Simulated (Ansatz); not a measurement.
The elements of this relaxed trial crystal are hidden behind letters.

```
lattice vectors (Å)
   3.0919    0.0000    0.0000
  -1.5459    2.6776    0.0000
   0.0000    0.0000    5.0743
fractional positions
X 0.6667 0.3333 0.5046
X 0.3333 0.6667 0.0046
Z 0.6667 0.3333 0.8804
Z 0.3333 0.6667 0.3804
```

Level of theory: Ansatz, DFT PBE, scalar-relativistic, plane waves, PAW. The final run on the 4-atom cell used 420 eV, a Γ-centred 12×12×6 mesh, 0.02 eV smearing and no spin polarisation.

- Space group: P6_3mc (No. 186)
- Conventional cell: a = 3.092 Å, c = 5.074 Å
- Volume per atom: 10.50 Å³
- Density: 3.17 g/cm³
- Energy over the elements: −0.200 eV/atom
- Gap on the 12×12×6 mesh of the 4-atom cell: 2.31 eV

Energies are uncorrected and count from the elements' standard states at the same level.

Question: X is a p-block element of period 3 and Z is a p-block element of period 2. Which elements are they?

Answer: X = Si, Z = C, so the formula is SiC, here in the wurtzite type. Density times volume gives a mean mass of 3.17 × 10.50/1.6605 = 20.0 u per atom, and this set has 20.0 u. Among the elements that the hints allow, noble gases aside, only these give it. Si is surrounded by 4 C at 1.89–1.91 Å; C is surrounded by 4 Si at 1.89–1.91 Å.

Kohn–Sham gaps at this level usually fall short of measured ones. A later test with randomly moved atoms came back to the same energy, though modes that don't fit the test's cell weren't probed.
